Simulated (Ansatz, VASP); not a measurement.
Two plane-wave programs on PbS

INCAR

```
  ALGO = Normal
  EDIFF = 1E-6
  ENCUT = 520
  GGA = PE
  ISIF = 2
  ISMEAR = 0
  LASPH = True
  LCHARG = False
  LREAL = False
  LWAVE = False
  NBANDS = 17
  NELM = 80
  PREC = Accurate
  SIGMA = 0.01
```

The input KPOINTS:

```
k-points
0
Gamma
  6 6 6
```

POSCAR

```
PbS
1.0
    0.0000000000      3.3887526272      3.3887526272
    3.3887526272      0.0000000000      3.3887526272
    3.3887526272      3.3887526272      0.0000000000
Pb S
1 1
Direct
    0.0000000000      0.0000000000      0.0000000000
    0.2500000000      0.2500000000      0.2500000000
```

Input for Ansatz:

```yaml
crystal:
  lattice:
    - [0.0, 3.3887526272, 3.3887526272]
    - [3.3887526272, 0.0, 3.3887526272]
    - [3.3887526272, 3.3887526272, 0.0]
  atoms:
    - { symbol: Pb, position: [0.0, 0.0, 0.0] }
    - { symbol: S, position: [0.25, 0.25, 0.25] }
kpoints:
  mp_grid: { grid: [6, 6, 6] }
hamiltonian:
  xc: pbe
scf:
  occupations: { method: fixed }
  n_extra_bands: 4
output:
  forces: true
  stress: true
  eigenvalues: true
```

Alike in both runs: task single point; functional PBE; k mesh 6 × 6 × 6; no spin polarisation.

|  | VASP | Ansatz |
| --- | --- | --- |
| version | VASP 6.6.1 | Ansatz 0.2.0 |
| potentials or method | VASP PAW PBE potentials, release 64 (Pb_d, S) | plane waves, PAW |
| plane-wave cutoff (eV) | 520 | 420 |
| occupations | gaussian, width 0.01 eV | fixed |
| valence electrons in the cell | 20 | 20 |

Ansatz gave:

```
gap on the k mesh at the Fermi level (eV) : 1.06
pressure (GPa)                            : -1.8
```

Question: What did VASP give for the same quantities?

Answer: gap on the k mesh at the Fermi level (eV): 1.06; pressure (GPa): -1.9.

Caveats: spin-orbit coupling is left out, which as a rule narrows the gap of such compounds by several tenths of an eV. A k mesh can miss the band edges.
